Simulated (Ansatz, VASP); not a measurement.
One calculation of Ge, two programs

```
Ge
1.0
     0.00000    2.88012    2.88012
     2.88012    0.00000    2.88012
     2.88012    2.88012    0.00000
Ge
2
Direct
  0.00000 0.00000 0.00000
  0.25000 0.25000 0.25000
```

Alike in both runs: functional PBE; k mesh 10 × 10 × 10; occupations gaussian, width 0.01 eV; no spin polarisation.

Ansatz relaxed the structure, and its values are those at the end. VASP's run is a single point on that final structure, the one shown.

|  | VASP | Ansatz |
| --- | --- | --- |
| version | VASP 6.6.1 | Ansatz 0.2.0 |
| potentials or method | VASP PAW PBE potentials, release 64 (Ge_d) | scalar-relativistic, plane waves, PAW |
| plane-wave cutoff (eV) | 520 | 420 |
| valence electrons in the cell | 28 | 28 |

Ansatz gave:

| Item | Value |
| --- | --- |
| gap on the k mesh at the Fermi level (eV) | none |
| pressure (GPa) | 0.0 |

Q: Estimate VASP's values.

A: gap on the k mesh at the Fermi level (eV): none; pressure (GPa): -0.1.

A gap of «none» marks a metal or a gap that the smearing closes. The functional is the same, so the differences come from potentials, cutoffs and numerics.
